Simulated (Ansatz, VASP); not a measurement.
# InPd in VASP and in Ansatz

INCAR

```
  ALGO = Fast
  EDIFF = 1E-7
  ENCUT = 520
  GGA = PE
  ISIF = 2
  ISMEAR = 0
  LASPH = True
  LCHARG = False
  LREAL = False
  LWAVE = False
  NBANDS = 18
  NELM = 100
  PREC = Accurate
  SIGMA = 0.15
```

The input KPOINTS:

```
k-points
0
Gamma
  14 14 14
```

POSCAR

```
InPd
1.0
    3.3052635960      0.0000000000      0.0000000000
    0.0000000000      3.3052635960      0.0000000000
    0.0000000000      0.0000000000      3.3052635960
In Pd
1 1
Direct
   -0.0215361663     -0.0053840416      0.0000000000
    0.5232356657      0.5058089164      0.5000000000
```

Input for Ansatz:

```yaml
crystal:
  lattice:
    - [3.305263596, 0.0, 0.0]
    - [0.0, 3.305263596, 0.0]
    - [0.0, 0.0, 3.305263596]
  atoms:
    - { symbol: In, position: [-0.0215361663, -0.0053840416, 0.0] }
    - { symbol: Pd, position: [0.5232356657, 0.5058089164, 0.5] }
basis:
  ecutwfc: 420
kpoints:
  mp_grid: { grid: [14, 14, 14] }
hamiltonian:
  xc: pbe
scf:
  occupations: { method: gaussian, width: 0.15 }
output:
  forces: true
  stress: true
  eigenvalues: true
  write_density: true
  write_potential: true
  elf: true
  volumetric_format: npy
```

Change from the starting cell: mode 4 frozen in at -0.077 Å and mode 5 at -0.019 Å (largest displacements).

Alike in both runs: task single point; functional PBE; k mesh 14 × 14 × 14; occupations gaussian, width 0.15 eV; no spin polarisation.

|  | VASP | Ansatz |
| --- | --- | --- |
| version | VASP 6.6.1 | Ansatz 0.2.0 |
| potentials or method | VASP PAW PBE potentials, release 64 (In_d, Pd) | scalar-relativistic, plane waves, PAW |
| plane-wave cutoff (eV) | 520 | 420 |
| valence electrons in the cell | 23 | 31 |

```tsv
	VASP	Ansatz	Ansatz less VASP
gap on the k mesh at the Fermi level (eV)	none	none	-
pressure (GPa)	1.0	1.0	-0.04
largest component of the traceless stress (GPa)	0.50	0.49	-0.005
rms of the force components (eV/Å)	0.316	0.313	-0.0037
```

Atom by atom the forces differ by 0.004 eV/Å (rms over components). A gap of «none» marks a metal or a gap that the smearing closes. The two sets of potentials don't hold the same shells in valence.
